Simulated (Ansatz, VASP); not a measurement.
SrTiO3 (Tausonite) in VASP and in Ansatz

```xyz
5
Lattice="3.9068 0.0000 0.0000 0.0000 3.9068 0.0000 0.0000 0.0000 3.9068" Properties=species:S:1:pos:R:3 pbc="T T T"
Sr    1.9534    1.9534    1.9534
Ti    0.0000    0.0000    0.0000
O     1.9534    0.0000    0.0000
O     0.0000    1.9534    0.0000
O     0.0000    0.0000    1.9534
```

Alike in both runs: functional r2SCAN; k mesh 8 × 8 × 8; occupations gaussian, width 0.02 eV; no spin polarisation.

Ansatz relaxed the structure, and its values are those at the end. VASP's run is a single point on that final structure, the one shown.

```csv
,VASP,Ansatz
version,VASP 6.6.1,Ansatz 0.2.0
potentials or method,"VASP PAW PBE potentials, release 64 (Sr_sv, Ti_sv, O)","scalar-relativistic, plane waves, PAW"
plane-wave cutoff (eV),520,500
valence electrons in the cell,40,40
```

```tsv
	VASP	Ansatz	Ansatz less VASP
gap on the k mesh at the Fermi level (eV)	2.27	2.26	-0.013
least direct gap on the mesh (eV)	2.66	2.63	-0.030
pressure (GPa)	0.9	0.0	-0.91
```

With one functional, cell and mesh, what is left measures potentials, basis and numerics.

Caveats: the PAW data sets were made with another functional, which shifts forces and pressure a little (VASP). r2SCAN opens gaps a little over a GGA but as a rule still falls short of measured ones. A k mesh can miss the band edges.
